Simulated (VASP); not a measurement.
# InP (Fm-3m) in VASP: notebook

The runs below take InP through single point, with PBEsol.

Program: VASP 6.6.1. These are calculated values, not measurements. Logs are shortened: lines on timing, memory, paths and dates and some standing lists are left out, and cuts for length are marked.

## Step 1: The crystal as given

Symmetry: Fm-3m, No. 225, cubic system. The conventional cell has a = 5.538 Å, b = 5.538 Å, c = 5.538 Å, α = 90.00°, β = 90.00°, γ = 90.00°. In (site symmetry m-3m) is surrounded by 6 P at 2.77 Å. P (site symmetry m-3m) has 6 In at 2.77 Å as nearest neighbours.

Measurements of this composition are mostly on another form, of space group No. 216.

## Step 2: Single point, PBEsol

The input, INCAR:

```
SYSTEM = InP
PREC = Accurate ; ENCUT = 400
EDIFF = 1E-6 ; ISMEAR = 0
SIGMA = 0.05 ; LREAL = .FALSE.
LASPH = .TRUE. ; NELM = 100
ALGO = Normal ; ISIF = 2
LWAVE = .FALSE. ; LCHARG = .FALSE.
GGA = PS ; ADDGRID = .FALSE.
```

The input, KPOINTS:

```
regular mesh
0
G
  9 9 9
  0 0 0
```

The input, POSCAR:

```
InP
1.0
    0.0000000000      2.7688340000      2.7688340000
    2.7688340000      0.0000000000      2.7688340000
    2.7688340000      2.7688340000      0.0000000000
In P
1 1
Direct
    0.0000000000      0.0000000000      0.0000000000
    0.5000000000      0.5000000000      0.5000000000
```

Potentials or basis: VASP PAW PBE potentials, release 64 (In_d, P).

On the command line:

```sh
> cat potpaw_PBE.64/In_d/POTCAR potpaw_PBE.64/P/POTCAR > POTCAR
> mpirun -np 1 vasp_std > vasp.out
```

OUTCAR:

```text
SYSTEM = InP
   PREC = Accurate
   ENCUT = 400
   EDIFF = 1E-6
   ISMEAR = 0
   LREAL = .FALSE.
   LASPH = .TRUE.
   NELM = 100
   ISIF = 2
   GGA = PS

 Found     35 irreducible k-points:

 Following reciprocal coordinates:
            Coordinates               Weight
  0.000000  0.000000  0.000000      1.000000
  0.111111  0.000000  0.000000      8.000000
  0.222222  0.000000  0.000000      8.000000
  0.333333  0.000000  0.000000      8.000000
  0.444444  0.000000  0.000000      8.000000
  0.111111  0.111111  0.000000      6.000000
   k-points           NKPTS =     35   k-points in BZ     NKDIM =     35   number of bands    NBANDS=     13
   number of dos      NEDOS =    301   number of ions     NIONS =      2
   total plane-waves  NPLWV =  21952
   dimension x,y,z NGX =    28 NGY =   28 NGZ =   28
   dimension x,y,z NGXF=    56 NGYF=   56 NGZF=   56
   ions per type =               1   1
   NGX,Y,Z   is equivalent  to a cutoff of  11.89, 11.89, 11.89 a.u.
   NGXF,Y,Z  is equivalent  to a cutoff of  23.78, 23.78, 23.78 a.u.
 SYSTEM =  InP
   PREC   = accura    normal or accurate (medium, high low for compatibility)
   ISTART =      0    job   : 0-new  1-cont  2-samecut
   ICHARG =      2    charge: 1-file 2-atom 10-const
   ISPIN  =      1    spin polarized calculation?
   LNONCOLLINEAR =      F non collinear calculations
   LSORBIT =      F    spin-orbit coupling
   LASPH  =      T    aspherical Exc in radial PAW
   ENCUT  =  400.0 eV  29.40 Ry    5.42 a.u.   6.39  6.39  6.39*2*pi/ulx,y,z
   NELM   =    100;   NELMIN=  2; NELMDL= -5     # of ELM steps
   EDIFF  = 0.1E-05   stopping-criterion for ELM
   LREAL  =      F    real-space projection
   EDIFFG = 0.1E-04   stopping-criterion for IOM
   NSW    =      0    number of steps for IOM
   IBRION =     -1    ionic relax: 0-MD 1-quasi-New 2-CG
   NFREE  =      0    steps in history (QN), initial steepest desc. (CG)
   ISIF   =      2    stress and relaxation
   ISYM   =      2    0-nonsym 1-usesym 2-fastsym
   POTIM  = 0.5000    time-step for ionic-motion
   TEBEG  =    0.0;   TEEND  =   0.0 temperature during run
   PSTRESS=    0.0 pullay stress
   NELECT =      18.0000    total number of electrons
   NUPDOWN=      -1.0000    fix difference up-down
   EMIN   =  10.00;   EMAX   =-10.00  energy-range for DOS
   EFERMI =   0.00;   METHOD = LEGACY
   ISMEAR =     0;   SIGMA  =   0.05  broadening in eV -4-tet -1-fermi 0-gaus
   EFERMI_NEDOS =   21; number of points for ismear=-14 and -15
   IALGO  =     38    algorithm
   IMIX   =      4    mixing-type and parameters
     AMIX     =   0.40;   BMIX     =  1.00
     AMIX_MAG =   1.60;   BMIX_MAG =  1.00
  volume/ion in A,a.u.               =      21.23       143.25
  Fermi-wavevector in a.u.,A,eV,Ry     =   1.229869  2.324115 20.579860  1.512577
  Thomas-Fermi vector in A             =   2.364739
   LORBIT       =      0    0 simple, 1 ext, 2 COOP (PROOUT), +10 PAW based schemes
   GGA     = PS    functional components
   LHFCALC =     F    Hartree Fock is set to
   AEXX    =    0.0000 exact exchange contribution
   IVDW    =     0    specifies the selected vdW correction
   LEPSILON=     F    determine dielectric tensor
   LRPA    =     F    only Hartree local field effects (RPA)
 non-spin polarized calculation
 Gauss-broadening in eV      SIGMA  =   0.05
  energy-cutoff  :      400.00
  volume of cell :       42.45
 maximum number of plane-waves:       785
 NGX is ok and might be reduce to    28
   NGX = 13   NGY = 13   NGZ = 13

 number of electron      17.9999990 magnetization

 Free energy of the ion-electron system (eV)
  ---------------------------------------------------
  ext. energy  EPLUGINS =         0.00000000
  ---------------------------------------------------
  free energy    TOTEN  =        -8.78928496 eV

  energy without entropy =       -8.78827746  energy(sigma->0) =       -8.78878121

 E-fermi :   6.9195     XC(G=0): -10.5533

 val. band max:        6.9070154034   @ k =   0.3333   0.0000   0.0000
 cond. band min:       7.0034397747   @ k =  -0.1111   0.1111   0.0000
 fundamental gap:      0.0964243712
 Fermi energy:         6.9194799163

 k-point     1 :       0.0000    0.0000    0.0000
  band No.  band energies     occupation
      1      -7.1924      2.00000
      2      -7.1924      2.00000
      3      -7.1701      2.00000
      4      -7.1701      2.00000
      5      -7.1701      2.00000
      6      -5.1093      2.00000
      7       6.6439      2.00000
      8       6.6439      2.00000
      9       6.6439      2.00000
     10       7.3936      0.00000
     11      13.9871      0.00000
     12      13.9871      0.00000
     13      13.9871      0.00000

 k-point     2 :       0.1111    0.0000    0.0000
  band No.  band energies     occupation
      1      -7.1984      2.00000
      2      -7.1984      2.00000
      3      -7.1707      2.00000
      4      -7.1619      2.00000
      5      -7.1619      2.00000
      6      -4.9550      2.00000
      7       5.1534      2.00000
      8       6.6694      2.00000
      9       6.6694      2.00000
     10       8.6422      0.00000
     11      13.1263      0.00000
     12      13.6453      0.00000
     13      13.6453      0.00000

 k-point     3 :       0.2222    0.0000    0.0000
  band No.  band energies     occupation
      1      -7.2170      2.00000
      2      -7.2170      2.00000
      3      -7.1732      2.00000
      4      -7.1373      2.00000
      5      -7.1373      2.00000
      6      -4.5038      2.00000
      7       3.3199      2.00000
      8       6.7562      2.00000
      9       6.7562      2.00000
     10       9.5428      0.00000
     11      12.2463      0.00000
     12      12.2463      0.00000
     13      12.3775      0.00000

 k-point     4 :       0.3333    0.0000    0.0000
  band No.  band energies     occupation
      1      -7.2391      2.00000
      2      -7.2391      2.00000
      3      -7.1780      2.00000
      4      -7.1080      2.00000
      5      -7.1080      2.00000
      6      -3.8171      2.00000
      7       1.6348      2.00000
      8       6.9070      1.27558
      9       6.9070      1.27557
     10       9.5591      0.00000
     11      11.0615      0.00000
     12      11.0615      0.00000
     13      12.1752      0.00000

 k-point     5 :       0.4444    0.0000    0.0000
  band No.  band energies     occupation
      1      -7.2535      2.00000
      2      -7.2535      2.00000
      3      -7.1819      2.00000
      4      -7.0886      2.00000
      5      -7.0886      2.00000
      6      -3.1384      2.00000
      7       0.4352      2.00000
      8       7.0529      0.00016
      9       7.0529      0.00016
     10       9.3580      0.00000
     11      10.3739      0.00000
     12      10.3739      0.00000
     13      12.0901      0.00000

 k-point     6 :       0.1111    0.1111    0.0000
  band No.  band energies     occupation
      1      -7.2142      2.00000
      2      -7.1867      2.00000
      3      -7.1768      2.00000
      4      -7.1577      2.00000
      5      -7.1577      2.00000
      6      -4.8989      2.00000
      7       5.2532      2.00000
      8       6.3471      2.00000
      9       6.3471      2.00000
     10       9.1220      0.00000
     11      12.5429      0.00000
     12      13.0691      0.00000
     13      13.9261      0.00000

 [... further k-points ...]

------------------------ aborting loop because EDIFF is reached ----------------------------------------

  FORCE on cell =-STRESS in cart. coord.  units (eV):
  Direction    XX          YY          ZZ          XY          YZ          ZX
  --------------------------------------------------------------------------------------
  -------------------------------------------------------------------------------------
  Total       -0.8585386     -0.8585386     -0.8585386      0.0000000      0.0000000     -0.0000000
  in kB      -32.4003475    -32.4003475    -32.4003475      0.0000000      0.0000000     -0.0000000
  external PRESSURE =     -32.4003475 kB  Pullay stress =       0.0000000 kB

 VOLUME and BASIS-vectors are now :
 -----------------------------------------------------------------------------
  energy-cutoff  :      400.00
  volume of cell :       42.45
      direct lattice vectors                 reciprocal lattice vectors
     0.000000000  2.768834000  2.768834000    -0.180581429  0.180581429  0.180581429
     2.768834000  0.000000000  2.768834000     0.180581429 -0.180581429  0.180581429
     2.768834000  2.768834000  0.000000000     0.180581429  0.180581429 -0.180581429

 POSITION                                       TOTAL-FORCE (eV/Angst)
 -----------------------------------------------------------------------------------
      0.00000      0.00000      0.00000         0.000000      0.000000      0.000000
      2.76883      2.76883      2.76883        -0.000000     -0.000000     -0.000000
 -----------------------------------------------------------------------------------
    total drift:                               -0.000000      0.000000      0.000000

  FREE ENERGIE OF THE ION-ELECTRON SYSTEM (eV)
  ---------------------------------------------------
  free  energy   TOTEN  =        -8.7892849557 eV

  energy  without entropy=       -8.7882774625  energy(sigma->0) =       -8.78878121
```

Run time: 15 s. Hardware: 1 thread of Intel Xeon Platinum 8488C (Sapphire Rapids), shared host; peak memory 0.15 GiB.

These settings aren't checked as converged: the numbers below hold their error.

Results:

* Free energy: -8.7893 eV
* Pressure: -3.2 GPa
* Band gap on the k mesh: none (metal or under the smearing width)

Caveat: the PAW data sets were made with another functional, which shifts forces and pressure a little.

## Step 3: Single point, PBEsol

INCAR: that of step 2 with these lines changed.

```diff
@@ -1,3 +1,3 @@
 SYSTEM = InP
-PREC = Accurate ; ENCUT = 400
+PREC = Accurate ; ENCUT = 350
 EDIFF = 1E-6 ; ISMEAR = 0
```

The input, KPOINTS:

```
regular mesh
0
G
  10 10 10
  0 0 0
```

POSCAR is that of step 2.

Potentials or basis: VASP PAW PBE potentials, release 64 (In_d, P).

On the command line:

```sh
> cat potpaw_PBE.64/In_d/POTCAR potpaw_PBE.64/P/POTCAR > POTCAR
> mpirun -np 1 vasp_std > vasp.out
```

Wall time 8.4 s (1 thread of Intel Xeon Platinum 8488C (Sapphire Rapids), shared host); peak memory 0.14 GiB.

The run converged, but some of its settings lie outside the range that counts as converged, so its numbers aren't taken as properties of the crystal.

Results:

```yaml
Free_energy: -8.7851 eV
Pressure: -3.5 GPa
Band_gap_on_the_k_mesh: none (metal or under the smearing width)
```

Caveat: the PAW data sets were made with another functional, which shifts forces and pressure a little.

## Step 4: Single point, PBEsol

INCAR: that of step 3 with these lines changed.

```diff
@@ -1,3 +1,3 @@
 SYSTEM = InP
-PREC = Accurate ; ENCUT = 350
+PREC = Accurate ; ENCUT = 400
 EDIFF = 1E-6 ; ISMEAR = 0
```

KPOINTS is that of step 3.

POSCAR is that of step 3.

Potentials or basis: VASP PAW PBE potentials, release 64 (In_d, P).

On the command line:

```sh
> cat potpaw_PBE.64/In_d/POTCAR potpaw_PBE.64/P/POTCAR > POTCAR
> mpirun -np 1 vasp_std > vasp.out
```

OUTCAR:

```text
SYSTEM = InP
   PREC = Accurate
   ENCUT = 400
   EDIFF = 1E-6
   ISMEAR = 0
   LREAL = .FALSE.
   LASPH = .TRUE.
   NELM = 100
   ISIF = 2
   GGA = PS

 Found     47 irreducible k-points:

 Following reciprocal coordinates:
            Coordinates               Weight
  0.000000  0.000000  0.000000      1.000000
  0.100000  0.000000  0.000000      8.000000
  0.200000  0.000000  0.000000      8.000000
  0.300000  0.000000  0.000000      8.000000
  0.400000  0.000000  0.000000      8.000000
  0.500000  0.000000  0.000000      4.000000
   k-points           NKPTS =     47   k-points in BZ     NKDIM =     47   number of bands    NBANDS=     13
   number of dos      NEDOS =    301   number of ions     NIONS =      2
   total plane-waves  NPLWV =  21952
   dimension x,y,z NGX =    28 NGY =   28 NGZ =   28
   dimension x,y,z NGXF=    56 NGYF=   56 NGZF=   56
   ions per type =               1   1
   NGX,Y,Z   is equivalent  to a cutoff of  11.89, 11.89, 11.89 a.u.
   NGXF,Y,Z  is equivalent  to a cutoff of  23.78, 23.78, 23.78 a.u.
 SYSTEM =  InP
   PREC   = accura    normal or accurate (medium, high low for compatibility)
   ISTART =      0    job   : 0-new  1-cont  2-samecut
   ICHARG =      2    charge: 1-file 2-atom 10-const
   ISPIN  =      1    spin polarized calculation?
   LNONCOLLINEAR =      F non collinear calculations
   LSORBIT =      F    spin-orbit coupling
   LASPH  =      T    aspherical Exc in radial PAW
   ENCUT  =  400.0 eV  29.40 Ry    5.42 a.u.   6.39  6.39  6.39*2*pi/ulx,y,z
[... 72 lines left out ...]
     13      13.9868      0.00000
[... 66 lines left out ...]
  band No.  band energies     occupation
      1      -7.2533      2.00000
      2      -7.2533      2.00000
      3      -7.1803      2.00000
      4      -7.0837      2.00000
      5      -7.0837      2.00000
      6      -3.0137      2.00000
      7       0.2431      2.00000
      8       7.0759      0.00000
      9       7.0759      0.00000
     10       9.3256      0.00000
     11      10.2811      0.00000
     12      10.2811      0.00000
     13      12.0769      0.00000

 [... further k-points ...]

------------------------ aborting loop because EDIFF is reached ----------------------------------------

  FORCE on cell =-STRESS in cart. coord.  units (eV):
  Direction    XX          YY          ZZ          XY          YZ          ZX
  --------------------------------------------------------------------------------------
  -------------------------------------------------------------------------------------
  Total       -0.8605493     -0.8605493     -0.8605493      0.0000000     -0.0000000     -0.0000000
  in kB      -32.4762295    -32.4762295    -32.4762295      0.0000000     -0.0000000     -0.0000000
  external PRESSURE =     -32.4762295 kB  Pullay stress =       0.0000000 kB

 VOLUME and BASIS-vectors are now :
 -----------------------------------------------------------------------------
  energy-cutoff  :      400.00
  volume of cell :       42.45
      direct lattice vectors                 reciprocal lattice vectors
     0.000000000  2.768834000  2.768834000    -0.180581429  0.180581429  0.180581429
     2.768834000  0.000000000  2.768834000     0.180581429 -0.180581429  0.180581429
     2.768834000  2.768834000  0.000000000     0.180581429  0.180581429 -0.180581429

 POSITION                                       TOTAL-FORCE (eV/Angst)
 -----------------------------------------------------------------------------------
      0.00000      0.00000      0.00000        -0.000000      0.000000      0.000000
      2.76883      2.76883      2.76883         0.000000     -0.000000     -0.000000
 -----------------------------------------------------------------------------------
    total drift:                               -0.000000      0.000000      0.000000

  FREE ENERGIE OF THE ION-ELECTRON SYSTEM (eV)
  ---------------------------------------------------
  free  energy   TOTEN  =        -8.7869064267 eV

  energy  without entropy=       -8.7855436976  energy(sigma->0) =       -8.78622506
```

OSZICAR:

```text
N       E                     dE             d eps       ncg     rms          rms(c)
DAV:   1     0.987440198834E+02    0.98744E+02   -0.75123E+03  1237   0.134E+03
DAV:   2    -0.262390631617E+01   -0.10137E+03   -0.98015E+02  1287   0.303E+02
DAV:   3    -0.890315914738E+01   -0.62793E+01   -0.61773E+01  1598   0.808E+01
DAV:   4    -0.905421596328E+01   -0.15106E+00   -0.15066E+00  1508   0.127E+01
DAV:   5    -0.906029269244E+01   -0.60767E-02   -0.60764E-02  1757   0.229E+00    0.454E+00
DAV:   6    -0.880001175073E+01    0.26028E+00   -0.57623E-01  1730   0.152E+01    0.258E+00
DAV:   7    -0.878931976711E+01    0.10692E-01   -0.71583E-02  1680   0.292E+00    0.105E+00
DAV:   8    -0.878702363663E+01    0.22961E-02   -0.55079E-03  1519   0.106E+00    0.175E-01
DAV:   9    -0.878689986816E+01    0.12377E-03   -0.59548E-04  1848   0.432E-01    0.790E-02
DAV:  10    -0.878690403814E+01   -0.41700E-05   -0.38261E-05  1566   0.703E-02    0.366E-02
DAV:  11    -0.878690633418E+01   -0.22960E-05   -0.65213E-06  1441   0.282E-02    0.484E-03
DAV:  12    -0.878690642665E+01   -0.92474E-07   -0.28934E-07   791   0.921E-03
   1 F= -.87869064E+01 E0= -.87862251E+01  d E =-.136273E-02
```

stdout:

```text
POSCAR found type information on POSCAR InP
 POSCAR found :  2 types and       2 ions
 scaLAPACK will be used
 -----------------------------------------------------------------------------
|                                                                             |
|                                                                             |
|     You enforced a specific xc type in the INCAR file but a different       |
|     I HOPE YOU KNOW WHAT YOU ARE DOING!                                     |
|                                                                             |
 -----------------------------------------------------------------------------

 LDA part: xc-table for (Slater+PW92), standard interpolation
 POSCAR, INCAR and KPOINTS ok, starting setup
 FFT: planning ... GRIDC
 FFT: planning ... GRID_SOFT
 FFT: planning ... GRID
 WAVECAR not read
 entering main loop
```

Run time: 15 s. Hardware: 1 thread of Intel Xeon Platinum 8488C (Sapphire Rapids), shared host; peak memory 0.16 GiB.

These settings aren't checked as converged: the numbers below hold their error.

What came out:

| Item | Value |
| --- | --- |
| Free energy | -8.7869 eV |
| Pressure | -3.2 GPa |
| Band gap on the k mesh | none (metal or under the smearing width) |

Caveat: the PAW data sets were made with another functional, which shifts forces and pressure a little.

## Step 5: Single point, PBEsol

INCAR: that of step 4 with these lines changed.

```diff
@@ -2,3 +2,3 @@
 PREC = Accurate ; ENCUT = 400
-EDIFF = 1E-6 ; ISMEAR = 0
+EDIFF = 1E-6 ; ISMEAR = -5
 SIGMA = 0.05 ; LREAL = .FALSE.
```

KPOINTS is that of step 4.

POSCAR is that of step 4.

On the command line:

```sh
> cat potpaw_PBE.64/In_d/POTCAR potpaw_PBE.64/P/POTCAR > POTCAR
> mpirun -np 1 vasp_std > vasp.out
```

Wall time 19 s (1 thread of Intel Xeon Platinum 8488C (Sapphire Rapids), shared host); peak memory 0.16 GiB.

The run converged, but some of its settings lie outside the range that counts as converged, so its numbers aren't taken as properties of the crystal.

What came out:

| Quantity | Value |
| --- | --- |
| Free energy | -8.7811 eV |
| Pressure | -3.5 GPa |
| Band gap on the k mesh | none (metal or under the smearing width) |

Caveat: the PAW data sets were made with another functional, which shifts forces and pressure a little; tetrahedron occupations give inexact forces and stress in metals.

## Step 6: Single point, PBEsol

The input, INCAR:

```
SYSTEM = InP
PREC = Accurate ; ENCUT = 500
EDIFF = 1E-6 ; ISMEAR = 0
SIGMA = 0.05 ; LREAL = .FALSE.
LASPH = .TRUE. ; NELM = 100
ALGO = Normal ; ISIF = 2
LWAVE = .FALSE. ; LCHARG = .FALSE.
GGA = PS ; ADDGRID = .FALSE.
```

The input, KPOINTS:

```
regular mesh
0
G
  9 9 9
  0 0 0
```

POSCAR is that of step 5.

Potentials or basis: VASP PAW PBE potentials, release 64 (In_d, P).

On the command line:

```sh
> cat potpaw_PBE.64/In_d/POTCAR potpaw_PBE.64/P/POTCAR > POTCAR
> mpirun -np 1 vasp_std > vasp.out
```

It took 23 s on 1 thread of Intel Xeon Platinum 8488C (Sapphire Rapids), shared host; peak memory 0.17 GiB.

These settings aren't checked as converged: the numbers below hold their error.

Results:

* Free energy: -8.7894 eV
* Pressure: -3.2 GPa
* Band gap on the k mesh: none (metal or under the smearing width)

Caveat: the PAW data sets were made with another functional, which shifts forces and pressure a little.

## Step 7: For comparison

An earlier run on the cell as given: functional PBE; potentials or basis VASP PAW PBE potentials, release 64 (In_d, P); cutoff 520 eV; k mesh 8 × 8 × 8; occupations fermi-dirac, width 0.05 eV; no spin polarisation.

- Pressure: -0.1 GPa
- Band gap on the k mesh: none (metal or under the smearing width)
